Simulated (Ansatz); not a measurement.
SiO2: pressure against volume

SiO2, P6_322, a = 5.099 Å, c = 8.629 Å. This isn't the usual stable structure of the compound. Ansatz: PBE, PAW, 420 eV, Γ-centred 6×6×4 mesh on 12 atoms, Gaussian smearing 0.02 eV; no spin polarisation. Shape and atoms are relaxed at each volume; pressure is positive in compression.

```
V (Å³/atom) P (GPa)
     14.249     5.79
     14.735     3.91
     15.221     2.39
     15.707     1.13
     16.192     0.01
     16.678        ?
     17.164    -2.00
     17.812    -3.98
```

Q: Take V0 = 16.192 Å³/atom, count pressures from its P0 = 0.01 GPa, fit the third-order Birch–Murnaghan form to the other rows, and predict the missing pressure.

A: With the Eulerian strain f = ½[(V0/V)^(2/3) − 1] and y = (P − P0)/[3f(1 + 2f)^(5/2)], the form is the line y = B0 + 1.5 B0 (B0′ − 4) f. Rows (f, y): 0.04448, 35.0; 0.03244, 34.2; 0.02104, 34.0; 0.01024, 34.7; -0.01906, 38.7; -0.03080, 50.6. Means f = 0.009723, y = 37.867; Σ(Δf)² = 0.004323, ΣΔfΔy = -0.7683; the slope is their ratio. y = 39.59 − 177.7 f GPa, so B0 = 39.6 GPa and B0′ = 4 + 2 × (-177.7)/(3 × 39.59) = 1.01. At V = 16.678, f = -0.00976, y = 41.32 and P = -1.14 GPa. The run gave -1.03 GPa, so the fit is 0.11 GPa too low, within the rms miss on the fitted rows (0.31 GPa): the form describes this series only roughly. With a term in f² added B0′ becomes -0.48, so this figure hangs on the form. A B0′ outside 2 to 8 is unusual except in layered or molecular crystals, and here it hangs on few rows.